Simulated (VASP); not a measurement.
Input of a VASP 6.6.1 run:

The input INCAR:

```
SYSTEM = Ag
ALGO = Normal
EDIFF = 1E-6
ENCUT = 520
GGA = PE
ISIF = 2
ISMEAR = 0
LASPH = .TRUE.
LCHARG = .FALSE.
LREAL = .FALSE.
LWAVE = .FALSE.
NBANDS = 12
NELM = 60
PREC = Accurate
SIGMA = 0.023
```

The input KPOINTS:

```
k-points
0
G
  11 11 11
  0 0 0
```

POSCAR

```
Ag
1.0
    0.0000000000      2.0427500000      2.0427500000
    2.0427500000      0.0000000000      2.0427500000
    2.0427500000      2.0427500000      0.0000000000
Ag
1
Direct
    0.0000000000      0.0000000000      0.0000000000
```

Potentials or basis: VASP PAW PBE potentials, release 64 (Ag).

Command:

```sh
$ cat potpaw_PBE.64/Ag/POTCAR > POTCAR
$ mpirun -np 1 vasp_std > vasp.out
```

Problem. What does it give for the band gap on the k mesh?

Solution. None (metal or under the smearing width).

Problem. What does it give for the pressure?

Solution. 4.1 GPa.
